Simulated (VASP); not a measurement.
A run of VASP 6.6.1:

The input INCAR:

```
SYSTEM = Ge
PREC = Accurate ; ENCUT = 520
EDIFF = 1E-6 ; ISMEAR = -1
SIGMA = 0.1 ; LREAL = .False.
LASPH = .True. ; NELM = 100
ALGO = Normal ; ISIF = 2
LWAVE = .False. ; LCHARG = .True.
GGA = RE ; LELF = .True.
LVHAR = .True. ; NBANDS = 28
```

The input KPOINTS:

```
regular mesh
0
Gamma
  8 8 13
  0 0 0
```

The input POSCAR:

```
Ge
1.0
    4.8009099734      0.0000000000      0.0000000000
   -2.4004549867      4.1577099983      0.0000000000
    0.0000000000      0.0000000000      2.7278208697
Ge
3
Direct
    0.0000000000      1.0000000000      0.0000000000
    0.3333333333      0.6666666667      0.5000000000
    0.6666666667      0.3333333333      0.5000000000
```

Potentials or basis: VASP PAW PBE potentials, release 64 (Ge_d).

Run with:

```console
$ cat potpaw_PBE.64/Ge_d/POTCAR > POTCAR
$ mpirun -np 1 vasp_std > vasp.out
```

Hardware: 1 thread of Intel(R) Xeon(R) Platinum 8488C (Sapphire Rapids), with other jobs on the host.

Question: How long does it take, and how much memory?

Answer: Run time: 68 s on 1 thread of Intel(R) Xeon(R) Platinum 8488C (Sapphire Rapids) (shared host), peak memory 0.21 GiB. Counts: scf iterations 12, k points 70.
